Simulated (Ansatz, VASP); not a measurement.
# Sc in VASP and in Ansatz

```
Sc
1.0
    -1.85969    1.85969    1.74337
     1.85969   -1.85969    1.74337
     1.85969    1.85969   -1.74337
Sc
1
Direct
  0.00000 0.00000 0.00000
```

Change from the starting cell: strain -0.030 along x and y, +0.015 along z, atoms carried along.

Alike in both runs: task single point; functional PBE; k mesh 18 × 18 × 18; occupations gaussian, width 0.15 eV; no spin polarisation.

|  | VASP | Ansatz |
| --- | --- | --- |
| version | VASP 6.6.1 | Ansatz 0.2.0 |
| potentials or method | VASP PAW PBE potentials, release 64 (Sc_sv) | scalar-relativistic, plane waves, PAW |
| plane-wave cutoff (eV) | 520 | 420 |
| valence electrons in the cell | 11 | 11 |

VASP gave:

* gap on the k mesh at the Fermi level (eV): none
* pressure (GPa): 1.7
* largest component of the traceless stress (GPa): 0.27

Problem. Estimate Ansatz's values.

Solution. gap on the k mesh at the Fermi level (eV): none; pressure (GPa): 1.7; largest component of the traceless stress (GPa): 0.28.

A gap of «none» marks a metal or a gap that the smearing closes.
